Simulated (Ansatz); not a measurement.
# AlNi3: equation of state with PBEsol

Crystal: AlNi3.

```
Ni Al
1.0
     3.52305    0.00000    0.00000
     0.00000    3.52305    0.00000
     0.00000    0.00000    3.52305
Ni Al
3 1
Direct
  0.50000 0.50000 0.00000
  0.50000 0.00000 0.50000
  0.00000 0.50000 0.50000
  0.00000 0.00000 0.00000
```

The cell is a database's computed one.

* Program: Ansatz 0.2.0
* Task: equation of state
* Functional: PBEsol
* Potentials or basis: Ansatz PAW
* Cutoff: 420 eV
* Density cutoff: 1680 eV
* k mesh: 8 × 8 × 8
* Occupations: fermi-dirac, width 0.05 eV
* Spin: collinear spin, ferromagnetic start
* Starting moments: [1.0, 1.0, 1.0, 0.0] μB

```
Equilibrium volume                      : 10.90 Å³/atom
Bulk modulus                            : 203 GPa
Pressure derivative of the bulk modulus : 4.6
```

Energy against volume, from the lowest point:
| volume (Å³/atom) | energy (meV/atom) |
| --- | --- |
| 10.276 | 24.88 |
| 10.495 | 9.99 |
| 10.713 | 1.94 |
| 10.932 | 0.00 |
| 11.151 | 3.53 |
| 11.369 | 11.94 |
| 11.588 | 24.73 |

All runs of the series together: 2.3 min on 2 threads of Intel(R) Xeon(R) Processor @ 2.50GHz (Skylake/Cascade Lake) (shared host).
